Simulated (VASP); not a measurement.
A run of VASP 6.6.1 is set up as follows.

Contents of run.py:

```python
from ase.calculators.vasp import Vasp
from ase.dft.bandgap import bandgap
from ase.spacegroup import crystal

atoms = crystal(
    ['Mg'],
    basis=[[0.0, 0.0, 0.0]],
    spacegroup=139,
    setting=1,
    cellpar=[3.67198326, 3.67198326, 3.35880804, 90.0, 90.0, 90.0],
    primitive_cell=True,
)
calc = Vasp(
    directory='calc',
    xc='lda',
    pp='LDA',
    setups='recommended',
    prec='Accurate',
    encut=520,
    ediff=1e-07,
    ismear=0,
    sigma=0.02,
    lreal=False,
    lasph=True,
    nelm=80,
    algo='Normal',
    isif=2,
    lwave=False,
    lcharg=False,
    kpts=[11, 11, 11],
    gamma=True,
)
atoms.calc = calc

print('energy (eV):', atoms.get_potential_energy())
print('free energy (eV):', atoms.get_potential_energy(force_consistent=True))
print('forces (eV/A):')
print(atoms.get_forces())
print('stress (eV/A^3, Voigt):', atoms.get_stress())
print('Fermi level (eV):', calc.get_fermi_level())
gap, top, bottom = bandgap(calc)
print('band gap (eV):', gap, 'from (spin, k, band)', top, 'to', bottom)
```

Potentials or basis: VASP PAW LDA potentials, release 64 (Mg).

Launch:

```sh
$ python run.py
```

Task: Estimate the pressure.

Result: -1.9 GPa.

Task: Estimate the band gap on the k mesh.

Result: None (metal or under the smearing width).

Stress tensor (GPa, compression positive):
```
-1.96  0.00  0.00
 0.00 -1.96  0.00
 0.00  0.00 -1.76
```
